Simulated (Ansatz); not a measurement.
# Tetragonal CuI monolayer in a perpendicular field, part 2 of 2

Wanted: the out-of-plane response of the tetragonal CuI monolayer. A positive field points along +c.

Ansatz 0.2.0; plane-wave DFT, PBE-D3(BJ), Ansatz PAW.

So far. Step 2 (Relaxing the slab): The lattice constant a goes from 4.200 to 3.997 Å.

## Step 3: Single point, field 0

A sawtooth potential applies the field, turning back in the middle of the vacuum. With the dipole correction the typed value is the field outside the slab. The induced dipole is small, so the SCF threshold is tight.

The cell differs from the one that the last finished run ended in (c 37.775 → 21.490 Å).

The input, input.yaml:

```yaml
crystal:
  lattice:
    - [3.9969334561, 0.0, 0.0]
    - [0.0, 3.9969334561, 0.0]
    - [0.0, 0.0, 21.490099855]
  atoms:
    - { symbol: I, position: [0.5, 0.0, 0.4187974956] }
    - { symbol: Cu, position: [0.0, 0.0, 0.5] }
    - { symbol: Cu, position: [0.5, 0.5, 0.5] }
    - { symbol: I, position: [0.0, 0.5, 0.5812025044] }
kpoints:
  mp_grid: { grid: [10, 10, 1] }
  band_path:
    path: [[0, 0, 0], [0.5, 0, 0], [0.5, 0.5, 0], [0, 0, 0]]
    npoints: 16
hamiltonian:
  xc: pbe
  dispersion: d3bj
scf:
  occupations: { method: fermi_dirac, width: 0.02585 }
  convergence: { dr2_threshold: 1.0e-10 }
efield:
  axis: 3
  dipole_correction: true
  ramp_position: 0.97
  ramp_width: 0.06
  amplitude: 0
output:
  dos: { projected: true, e_range: [-6, 5] }
  write_potential: true
  write_density: true
  volumetric_format: npy
  elf: true
```

Run with:

```sh
$ ansatz run input.yaml --threads 2 --pin off --max-ram 3072MiB --backend cpu --events-out ev --progress --plain --runs-dir out
```

Numbers of over 12 decimals in the logs are rounded to 6 here.

The log of the run:

```text
[...]
Crystal: 4 atoms, lattice volume = 343.315 Å³
Basis set: ecut = 420 eV, 6719 PW (Γ)
Bands: 44, of which v1, the nominal top of the filled ones, is band 36 counted from 1 (35 counted from 0)
Symmetry: 8 space group operations
k-points: 21 of 100
[...]
SCF iter   1: F=—  HF=-28277.776654 eV  |F-HF|=—  |Δ(HF+E_count)|=         —  Δρ=9.53e-4  dr2=7.14e-3  ethr=1.77e-3  p=0.000 e·Å  D=2.79e-14 V/Å  ΔV_dip=-0.00 eV  dr2_dipole=1.15e-8  V_vac-E_F(+/−)=3.63/3.63 eV  ⟨swp⟩=12.9  Hψ=4963  notcnv=0  defer=3
efield: sawtooth ramp at fractional position 0.9700 (set: `efield.ramp_position`, or a place that a band, a saddle search or an elastic batch's reference lends), width 0.0600; the density the first Hamiltonian is built on has a dipole p = 0.000 e·Å; the dipole correction subtracts the counter field D = 2.79e-14 V/Å, which shifts the + side's vacuum level by -0.00 eV against the − side's; the planar-averaged density in the ramp window peaks in size at 4.1e-6 e/Å³
[...]
SCF iter   2: F=—  HF=-28277.779328 eV  |F-HF|=—  |Δ(HF+E_count)|=   2.67e-3  Δρ=8.12e-4  dr2=2.25e-3  ethr=9.92e-6  p=0.000 e·Å  D=1.87e-5 V/Å  ΔV_dip=-0.00 eV  dr2_dipole=2.12e-8  V_vac-E_F(+/−)=3.65/3.65 eV  ⟨swp⟩=3.4  Hψ=2142  notcnv=0  defer=72
[...]
SCF iter  11: F=-28277.779438 eV  HF=-28277.779438 eV  |F-HF|=2.91e-11  |Δ(HF+E_count)|=  4.18e-10  Δρ=7.65e-8  dr2=1.75e-11  ethr=1.00e-12  p=0.000 e·Å  D=4.07e-8 V/Å  ΔV_dip=-0.00 eV  dr2_dipole=5.12e-14  V_vac-E_F(+/−)=3.60/3.60 eV  ⟨swp⟩=14.8  Hψ=3465  notcnv=0
SCF 1 converged in 11 iterations: F = -28277.779438 eV  dr2 = 1.75e-11
[...]
NSCF: frozen V_eff on 49 k-points
efield: sawtooth ramp at fractional position 0.9700 (kept from the solve that this one continues, or follows in the run), width 0.0600; the density the first Hamiltonian is built on has a dipole p = 0.000 e·Å; the dipole correction subtracts the counter field D = 4.07e-8 V/Å, which shifts the + side's vacuum level by -0.00 eV against the − side's; the planar-averaged density in the ramp window peaks in size at 3.4e-6 e/Å³
[...]
SCF converged after 11 iterations
Free energy (F): -28277.779438 eV
[...]
Internal energy: -28277.779438 eV  (E = F + TS)
E sigma→0 (E₀):  -28277.779438 eV
Fermi energy:    0.476328 eV
Dipole field:    D = -0.000000 V/Å  (p = -0.000000 e·Å, saw-weighted, corrected)
Work function:   Φ+ = 3.6002 eV   Φ− = 3.6002 eV
Levels:          The Fermi level and band energies are counted from a zero that moves with the ramp; work functions are not
[...]
--- Band table (eV; the first three rows and the last of 21) ---
  k-point 0: bands = [... 32 lower, -1.7911, -1.5920, -0.6042, -0.6042, 1.5046, 3.0109, 3.0470, 3.7992, ... 4 higher]
  k-point 1: bands = [... 32 lower, -1.6561, -1.5274, -0.8289, -0.6083, 1.7312, 2.9820, 3.4717, 3.7767, ... 4 higher]
  k-point 2: bands = [... 32 lower, -1.5392, -1.3968, -1.1807, -0.6250, 2.1264, 2.6793, 3.7122, 4.1652, ... 4 higher]
  k-point 20: bands = [... 32 lower, -2.1399, -2.1399, -1.4664, -1.4664, 2.6993, 2.6993, 2.8023, 2.8023, ... 4 higher]
```

Wall time 40 s (2 threads of Arm Neoverse V1, shared host); peak memory 0.8 GiB.

The column dr2 measures how far the density is from self-consistency, as an energy; F and HF (Harris–Foulkes) agree once it is small.

Numbers from this step:

```yaml
dipole_along_the_normal: -3.64e-7 e·Å
gap_along_the_path: 2.109 eV
smallest_direct_gap_along_the_path: 2.109 eV
ionisation_energy_upper_face: 4.681 eV
electron_affinity_upper_face: 2.572 eV
gap_the_smaller_of_path_and_mesh: 2.109 eV
```

Running mean over a fixed 2.5 Å (it still follows the layers) of the planar mean; the ramp of the sawtooth is left out. Table of electron's electrostatic potential energy less the Fermi level by z:

z (Å), electron's electrostatic potential energy less the Fermi level (eV) and a bar from the least value:
```
      3.0       3.60 ##############################
      3.5       3.60 ##############################
      4.0       3.60 ##############################
      4.5       3.60 ##############################
      5.0       3.60 ##############################
      5.5       3.59 ##############################
      6.0       3.56 ##############################
      6.5       3.43 #############################
      7.0       2.87 ############################
      7.5       1.76 #########################
      8.0       0.65 #####################
      8.5      -0.62 ##################
      9.0      -2.11 #############
      9.5      -4.44 ######
     10.0      -6.12 #
     10.5      -6.53 
     11.0      -6.53 
     11.5      -6.10 #
     12.0      -4.40 ######
     12.5      -2.07 #############
     13.0      -0.59 ##################
     13.5       0.67 #####################
     14.0       1.78 #########################
     14.5       2.88 ############################
     15.0       3.43 #############################
     15.5       3.56 ##############################
     16.0       3.59 ##############################
     16.5       3.60 ##############################
     17.0       3.60 ##############################
     17.5       3.60 ##############################
     18.0       3.60 ##############################
     18.5       3.60 ##############################
```

The density of states has structure finer than the step of the table below, so its rows give means over 0.25 eV, whole bins alone (the curve runs from -6 to 3.02 eV). Peaks (eV: height): -5.150: 13.8, -4.950: 16.0, -3.050: 38.1, -2.640: 24.6, -2.000: 21.7, -1.920: 15.3, 2.300: 11.8.

Table of density of states by energy, zero at the Fermi level of the run, which the smearing sets inside the gap; means over each step:

| energy (eV) | density of states (states/eV a cell) |
| --- | --- |
| -5.75 | 1.21 |
| -5.50 | 0.961 |
| -5.25 | 4.12 |
| -5.00 | 10.00 |
| -4.75 | 6.54 |
| -4.50 | 7.03 |
| -4.25 | 4.60 |
| -4.00 | 2.27 |
| -3.75 | 0.404 |
| -3.50 | 3.19 |
| -3.25 | 7.94 |
| -3.00 | 16.1 |
| -2.75 | 14.9 |
| -2.50 | 7.03 |
| -2.25 | 4.06 |
| -2.00 | 12.3 |
| -1.75 | 7.10 |
| -1.50 | 4.12 |
| -1.25 | 3.11 |
| -1.00 | 0.237 |
| -0.75 | 0 |
| -0.50 | 0 |
| -0.25 | 0 |
| 0.00 | 0 |
| 0.25 | 0 |
| 0.50 | 0 |
| 0.75 | 0 |
| 1.00 | 0.0300 |
| 1.25 | 0.304 |
| 1.50 | 0.426 |
| 1.75 | 2.37 |
| 2.00 | 3.43 |
| 2.25 | 5.92 |
| 2.50 | 4.67 |
| 2.75 | 2.14 |

Projected DOS per atom over height of the atomic layer and energy from the Fermi level. Layers: I Cu2 I from below.

Values in states/eV, 22 rows by 3 columns, each cell a mean:
```
0.1 0.3 0.1
0.6 1.3 0.6
0.5 0.9 0.5
0.2 0.2 0.2
0.0 0.0 0.0
0.0 0.0 0.0
0.0 0.0 0.0
0.0 0.0 0.0
0.0 0.0 0.0
0.0 0.0 0.0
0.8 0.7 0.8
1.1 2.3 1.1
1.0 3.0 1.0
0.2 4.7 0.2
0.3 6.7 0.3
0.1 2.9 0.1
0.0 0.4 0.0
1.2 0.7 1.2
2.2 1.2 2.2
3.1 1.3 3.1
0.5 0.2 0.5
0.4 0.2 0.4
```
Columns: height of the atomic layer (Å) from 9 to 12.5; rows upwards: energy from the Fermi level (eV) from -5.96 to 2.95.

The electronic bands at the labelled points (eV, zero at the Fermi level of the run, which the smearing sets inside the gap):

| point | band 33 | band 34 | band 35 | band 36 | band 37 | band 38 | band 39 | band 40 |
| --- | --- | --- | --- | --- | --- | --- | --- | --- |
| Γ | -2.27 | -2.07 | -1.08 | -1.08 | 1.03 | 2.53 | 2.57 | 3.32 |
| halfway | -1.97 | -1.79 | -1.79 | -1.12 | 1.82 | 1.98 | 3.29 | 3.81 |
| X | -1.96 | -1.96 | -1.36 | -1.36 | 1.76 | 1.76 | 4.05 | 4.05 |
| halfway | -2.32 | -2.32 | -1.75 | -1.75 | 2.25 | 2.25 | 3.03 | 3.03 |
| M | -2.62 | -2.62 | -1.94 | -1.94 | 2.22 | 2.22 | 2.33 | 2.33 |
| halfway | -2.06 | -1.95 | -1.93 | -1.61 | 2.52 | 2.65 | 2.68 | 3.70 |
| Γ | -2.27 | -2.07 | -1.08 | -1.08 | 1.03 | 2.53 | 2.57 | 3.32 |

ELF in the ca plane at fractional y = 0.000, with atoms of I and Cu within 0.2 Å of it. It is the smooth field of the valence electrons, not physical close to the nuclei.

Ten even steps from '0' (0.00) to '9' (0.78), each cell a mean:
```
00000000000000000123321377311100000000000000
00000000000000125788863122211100000000000000
00000000000001368998887321111000000000000000
00000000000002479975467631100000000000000000
00000000000002589863436641000000000000000000
00000000000002589973246641100000000000000000
00000000000001479987677521110000000000000000
00000000000000247998885212211000000000000000
00000000000000012456642244211100000000000000
00000000000000000001111499411100000000000000
```
Columns run along c (16.0 Å, from fractional 0.09 to 0.83 of the cell), rows up along a (4.0 Å). Atoms in or near the plane, at fractional coordinates: I at (0.42, 0.50), Cu at (0.50, 0.00).

Valence density in the ca plane at fractional y = 0.000, with atoms of I and Cu within 0.2 Å of it. It is the smooth field of the valence electrons, not physical close to the nuclei.

Values in e/Å³, 6 rows by 16 columns, each cell a mean:
```
 0  0  0  0  0  0  0  0  5  9  0  0  0  0  0  0
 0  0  0  0  0  0  0  1  0  0  0  0  0  0  0  0
 0  0  0  0  0  0  2 10  1  0  0  0  0  0  0  0
 0  0  0  0  0  0  1  7  0  0  0  0  0  0  0  0
 0  0  0  0  0  0  0  1  1  1  0  0  0  0  0  0
 0  0  0  0  0  0  0  0  8 17  0  0  0  0  0  0
```
Columns run along c (16.0 Å, from fractional 0.09 to 0.83 of the cell), rows up along a (4.0 Å). Atoms in or near the plane, at fractional coordinates: I at (0.42, 0.50), Cu at (0.50, 0.00).

Electrostatic potential energy in the ca plane at fractional y = 0.000, with atoms of I and Cu within 0.2 Å of it. With pseudopotentials it is smooth inside the atoms' cores, unlike the true potential.

Ten even steps from '0' (-22 eV) to '9' (4 eV), each cell a mean:
```
99999999999999999999985000058999999999999999
99999999999999999987777311379999999999999999
99999999999999999741126777899999999999999999
99999999999999998414512689999999999999999999
99999999999999997239960589999999999999999999
99999999999999998328940689999999999999999999
99999999999999998611104788999999999999999999
99999999999999999875457644689999999999999999
99999999999999999998886100168999999999999999
99999999999999999999984000048999999999999999
```
Columns run along c (16.0 Å, from fractional 0.09 to 0.83 of the cell; values clipped at the 3rd and 97th percentile), rows up along a (4.0 Å). Atoms in or near the plane, at fractional coordinates: I at (0.42, 0.50), Cu at (0.50, 0.00).

The gap is 2.11 eV, with the valence edge 4.68 eV and the conduction edge 2.57 eV under the upper vacuum level. Spin-orbit coupling, left out in this run, matters for the bands of elements this heavy.

## Step 4: Atoms held, field 0.1 V/Å

Changes to input.yaml since step 3:

```diff
@@ -26,5 +26,4 @@
   ramp_width: 0.06
-  amplitude: 0
+  amplitude: 0.1
 output:
-  dos: { projected: true, e_range: [-6, 5] }
   write_potential: true
@@ -32,2 +31 @@
   volumetric_format: npy
-  elf: true
```

The log of the run:

```text
[...]
Crystal: 4 atoms, lattice volume = 343.315 Å³
Basis set: ecut = 420 eV, 6719 PW (Γ)
Bands: 44, of which v1, the nominal top of the filled ones, is band 36 counted from 1 (35 counted from 0)
Symmetry: 8 space group operations
k-points: 21 of 100
[...]
k-point 0: bands = [... 32 lower, -1.7917, -1.5927, -0.6048, -0.6048, 1.5015, 3.0029, 3.0462, 3.5539, ... 4 higher]
  k-point 1: bands = [... 32 lower, -1.6568, -1.5281, -0.8295, -0.6088, 1.7279, 2.9779, 3.4485, 3.6284, ... 4 higher]
  k-point 2: bands = [... 32 lower, -1.5399, -1.3975, -1.1814, -0.6256, 2.1225, 2.6775, 3.6926, 3.9325, ... 4 higher]
  k-point 20: bands = [... 32 lower, -2.1414, -2.1399, -1.4671, -1.4671, 2.6984, 2.6984, 2.8000, 2.8030, ... 4 higher]
[key lines of the parts left out:]
SCF converged after 12 iterations
Free energy (F): -28277.781892 eV
Fermi energy:    0.474516 eV
Dipole field:    D = 0.025867 V/Å  (p = 0.049078 e·Å, saw-weighted, corrected)
```

The job ended after 41 s (2 threads; peak memory 0.69 GiB; 82 s of CPU time).

The dipole is 0.0491 e·Å, and the gap 2.106 eV.

## Step 5: Atoms held, field -0.1 V/Å

Changes to input.yaml since step 4:

```diff
@@ -26,3 +26,3 @@
   ramp_width: 0.06
-  amplitude: 0.1
+  amplitude: -0.1
 output:
```

The log of the run:

```text
[...]
Crystal: 4 atoms, lattice volume = 343.315 Å³
Basis set: ecut = 420 eV, 6719 PW (Γ)
Bands: 44, of which v1, the nominal top of the filled ones, is band 36 counted from 1 (35 counted from 0)
Symmetry: 8 space group operations
k-points: 21 of 100
[...]
k-point 0: bands = [... 32 lower, -1.7917, -1.5927, -0.6048, -0.6048, 1.5015, 3.0029, 3.0462, 3.5539, ... 4 higher]
  k-point 1: bands = [... 32 lower, -1.6568, -1.5281, -0.8295, -0.6088, 1.7279, 2.9779, 3.4485, 3.6284, ... 4 higher]
  k-point 2: bands = [... 32 lower, -1.5399, -1.3975, -1.1814, -0.6256, 2.1225, 2.6775, 3.6926, 3.9325, ... 4 higher]
  k-point 20: bands = [... 32 lower, -2.1414, -2.1399, -1.4671, -1.4671, 2.6984, 2.6984, 2.8000, 2.8030, ... 4 higher]
[key lines of the parts left out:]
SCF converged after 12 iterations
Free energy (F): -28277.781892 eV
Fermi energy:    0.474516 eV
Dipole field:    D = -0.025868 V/Å  (p = -0.049079 e·Å, saw-weighted, corrected)
```

It took 41 s on 2 threads; peak memory 0.69 GiB; 82 s of CPU time.

The dipole is -0.0491 e·Å, and the gap 2.106 eV.

## Step 6: Response, atoms held

This step: plane-wave DFT, PBE-D3(BJ), Ansatz PAW; response to a field along the normal, atoms held (Ansatz 0.2.0).

The dipoles give the slope, and the difference of two potentials shows where the field is screened.

Numbers from this step:

```
equivalent conductor thickness p/(ε₀AE) : 5.559 Å
distance between the outer atoms        : 3.490 Å
```

The dipole of the cell by applied field:

| applied field (V/Å) | dipole of the cell (e·Å) |
| --- | --- |
| -0.1000 | -0.0491 |
| 0.0000 | -3.6e-7 |
| 0.1000 | 0.0491 |

Local field over the applied field, running mean. From the potentials at -0.1 and 0.1 V/Å; running mean over 2.5 Å. Local field over applied field against z:

| z (Å) | local field over applied field |
| --- | --- |
| 4.5 | 0.998 |
| 5.0 | 0.994 |
| 5.5 | 0.983 |
| 6.0 | 0.956 |
| 6.5 | 0.893 |
| 7.0 | 0.777 |
| 7.5 | 0.619 |
| 8.0 | 0.447 |
| 8.5 | 0.287 |
| 9.0 | 0.170 |
| 9.5 | 0.112 |
| 10.0 | 0.0972 |
| 10.5 | 0.0986 |
| 11.0 | 0.0986 |
| 11.5 | 0.0972 |
| 12.0 | 0.112 |
| 12.5 | 0.171 |
| 13.0 | 0.290 |
| 13.5 | 0.450 |
| 14.0 | 0.623 |
| 14.5 | 0.780 |
| 15.0 | 0.895 |
| 15.5 | 0.957 |
| 16.0 | 0.984 |
| 16.5 | 0.994 |
| 17.0 | 0.998 |

Electrons, planar mean, per unit field. The induced electron density by z:

| z (Å) | induced electron density (e/Å³ per V/Å) |
| --- | --- |
| 4.5 | 9.0e-6 |
| 5.0 | 2.7e-5 |
| 5.5 | 7.6e-5 |
| 6.0 | 2.1e-4 |
| 6.5 | 5.5e-4 |
| 7.0 | 0.00132 |
| 7.5 | 0.00267 |
| 8.0 | 0.00325 |
| 8.5 | 0.00150 |
| 9.0 | 7.1e-4 |
| 9.5 | -6.2e-5 |
| 10.0 | -5.5e-4 |
| 10.5 | -7.5e-5 |
| 11.0 | 8.0e-5 |
| 11.5 | 5.5e-4 |
| 12.0 | 6.2e-5 |
| 12.5 | -7.4e-4 |
| 13.0 | -0.00153 |
| 13.5 | -0.00326 |
| 14.0 | -0.00265 |
| 14.5 | -0.00130 |
| 15.0 | -5.4e-4 |
| 15.5 | -2.1e-4 |
| 16.0 | -7.5e-5 |
| 16.5 | -2.6e-5 |
| 17.0 | -8.8e-6 |

The smaller of the gaps on the path and on the k-mesh, counted as 0 under 0.03 eV. The gap stays at 2.11 eV for applied field from -0.1 to 0.1 V/Å.

By hand: between -0.1 and 0.1 V/Å the dipole changes by 0.09816 e·Å, a slope of 0.4908 e·Å²/V. A perfect conductor of thickness t has p = ε₀AEt, so t = 180.95 × 0.4908 / 15.975 = 5.56 Å (e/ε₀ = 180.95 V·Å, A in Å²).

The induced dipole is that of a conductor 5.56 Å thick.

## Step 7: Results

| Quantity | Value |
| --- | --- |
| gap without field | 2.11 eV |
| ionisation energy, upper face | 4.68 eV |
| electron affinity, upper face | 2.57 eV |
| equivalent conductor thickness, atoms held | 5.56 Å |

**Reading.** The induced dipole equals that of a perfect conductor 5.56 Å thick, while the outer atoms lie 3.49 Å apart; an out-of-plane ε follows only once a thickness t is chosen, by 1 − 1/ε = 5.56 Å / t. The gap stays within 0.01 eV of 2.11 eV over the fields run, up to 0.1 V/Å in size. Semilocal functionals give gaps that are too small, and excitons are not included. Spin-orbit coupling is left out, which matters for the bands of elements this heavy.

[Logs are printed without paths, hosts, clocks, repeated set-up lines and the standing remarks that a program may print on its own settings, such as how far it seeks lower states.]

[Hosts, paths, dates, database ids (printed as entryN), source tags and the programs' standing remarks are cut or masked in the printed files.]

[Maps of the electrostatic potential energy from Ansatz leave out the sawtooth potential of an applied field or a dipole correction, so their vacuum need not be flat; planar profiles and work functions include it.]

[The density of states shown here was stored with 400 of the rows of the run's finer table, so its peaks can read low, often by over a quarter, or be missed, and its means over a window can be off by a tenth or more.]
